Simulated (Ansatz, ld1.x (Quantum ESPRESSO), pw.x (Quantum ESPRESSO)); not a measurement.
**From atom to crystal: TM potential for Pb (Z = 82)**

ld1.x (Quantum ESPRESSO) 7.5 input, shortened:

```
&input
   title='Pb', zed=82., rel=1, dft='PBE', iswitch=3,
   config='[Xe] 4f14 5d10 6s2 6p2 6d-2'
 /
 &inputp
   pseudotype=2, tm=.true., lloc=1,
   nlcc=.false.
 /
3
6S  1  0   2.00   0.00  1.70  1.70  0.0
6D  3  2  -2.00   0.25  2.95  2.95  0.0
6P  2  1   2.00   0.00  2.90  2.90  0.0
 &test
   configts(1)='6s2 6p2'
 /
```

Crystal test: sc Pb in pw.x 7.5, no spin, 10³ k-points, Fermi–Dirac smearing 0.01 Ry, cutoffs 100/400 Ry. The reference is all-electron LAPW (Ansatz 0.2.0) with the same functional, mesh and smearing; V0 and B0 come from Birch–Murnaghan fits to the pressures at five volumes. Errors are pseudo minus all-electron; Δ is the rms difference of the E(V) curves that follow from these fits, minima aligned, over ±6 % about the mean V0. Mesh and smearing are coarse, so the numbers serve the comparison and aren't converged zero-temperature values; the lattice is a test structure that the element need not adopt.

```json
{"V (Å³/atom)": "32.825", "P all-electron (GPa)": "1.89", "P pseudo (GPa)": "0.61"}
{"V (Å³/atom)": "33.689", "P all-electron (GPa)": "0.81", "P pseudo (GPa)": "-0.38"}
{"V (Å³/atom)": "34.553", "P all-electron (GPa)": "-0.11", "P pseudo (GPa)": "-1.23"}
{"V (Å³/atom)": "35.417", "P all-electron (GPa)": "-0.91", "P pseudo (GPa)": "-1.96"}
{"V (Å³/atom)": "36.281", "P all-electron (GPa)": "-1.60", "P pseudo (GPa)": "-2.59"}
```

All-electron: a0 = 3.254 Å (V0 = 34.44 Å³/atom), B0 = 34.9 GPa.

Pseudopotential: mean pressure error (GPa): -1.13; a0 (Å): 3.219; a0 error (%): -1.08; B0 error (%): +7.8; Δ (meV/atom): 8.7. This is a poor potential for the solid. The logarithmic derivative shows an extra or strongly shifted pseudo pole above the reference energy (d near 2.18 Ry).

Task: At the middle volume, how do free energy and pressure move when the wave cutoff is lowered (ecutrho kept at four times it)?

Result:

```csv
cutoff (Ry),shift of F (meV/atom),shift of P (GPa)
45,+58.5,-0.91
60,+13.2,-0.04
80,+6.0,-0.17
```

The run at the middle volume (56 k-points, 6 iterations) took about 15 s on one core of a shared host (Neoverse-V2, 96 threads, 742 GiB, load 67).
